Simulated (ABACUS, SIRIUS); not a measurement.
Given: the input of a run of SIRIUS 7.12.0 on Zn (Zinc). 

Contents of sirius.json:

```json
{
  "control": {
    "processing_unit": "cpu",
    "verbosity": 2,
    "num_bands_to_print": 29,
    "print_forces": true,
    "print_stress": true
  },
  "parameters": {
    "electronic_structure_method": "pseudopotential",
    "xc_functionals": ["XC_GGA_X_PBE", "XC_GGA_C_PBE"],
    "gk_cutoff": 9.2,
    "pw_cutoff": 18.4,
    "ngridk": [9, 9, 5],
    "shiftk": [0, 0, 0],
    "smearing": "fermi_dirac",
    "smearing_width": 0.0018374661,
    "num_bands": 29,
    "num_mag_dims": 0,
    "num_dft_iter": 100,
    "energy_tol": 1e-08,
    "density_tol": 1e-06
  },
  "iterative_solver": {
    "type": "davidson",
    "min_tolerance": 1e-10
  },
  "mixer": {
    "type": "anderson",
    "beta": 0.7,
    "max_history": 8
  },
  "settings": {
    "tol_ne": 1e-10,
    "pseudo_grid_cutoff": 6.5
  },
  "unit_cell": {
    "lattice_vectors": [
      [5.045568752751, 0.0, 0.0],
      [-2.522784376375, 4.369590716415, 0.0],
      [0.0, 0.0, 9.384379934892]
    ],
    "atom_coordinate_units": "lattice",
    "atom_types": ["Zn"],
    "atom_files": {
      "Zn": "Zn.json"
    },
    "atoms": {
      "Zn": [
        [0.6666666667, 0.3333333333, 0.75],
        [0.3333333333, 0.6666666667, 0.25]
      ]
    }
  }
}
```

Potentials or basis: in-house norm-conserving set, PBE (scalar relativistic).

Launch:

```sh
$ upf_to_json Zn.upf
$ OMP_NUM_THREADS=1 sirius.scf --input=sirius.json --output=out.json --task=0
```

Problem. Set up the same calculation for ABACUS 3.10.1. Potentials or basis there: SG15 ONCV 1.2 PBE, plane waves, cutoff 1143 eV.

Solution. As run (cutoffs and basis follow the program's own potentials, and thresholds, step limits or extra output files can differ):

File INPUT:

```
INPUT_PARAMETERS
suffix              Zn
calculation         scf
basis_type          pw
pseudo_dir          ./
symmetry            1
dft_functional      pbe
ecutwfc             84
pseudo_rcut         10
nspin               1
nbands              30
ks_solver           dav
smearing_method     fd
smearing_sigma      0.00367493
scf_thr             1e-08
scf_nmax            100
mixing_type         broyden
mixing_beta         0.7
cal_force           1
cal_stress          1
out_chg             1
kpar                4
```

The input STRU:

```
ATOMIC_SPECIES
Zn 65.3800 Zn_ONCV_PBE-1.2.upf

LATTICE_CONSTANT
1.8897261246

LATTICE_VECTORS
2.6700000000 0.0000000000 0.0000000000
-1.3350000000 2.3122878281 0.0000000000
0.0000000000 0.0000000000 4.9660000000

ATOMIC_POSITIONS
Direct

Zn
0.0
2
0.6666666667 0.3333333333 0.7500000000 1 1 1
0.3333333333 0.6666666667 0.2500000000 1 1 1
```

Contents of KPT:

```
K_POINTS
0
Gamma
9 9 5 0 0 0
```

Potentials or basis: SG15 ONCV 1.2 PBE, plane waves.

Command:

```bash
$ OMP_NUM_THREADS=1 mpirun -np 4 abacus > log
```

Both were run:

|  | SIRIUS | ABACUS |
| --- | --- | --- |
| Pressure | -0.6 GPa | -0.7 GPa |

Pressure is positive in compression.
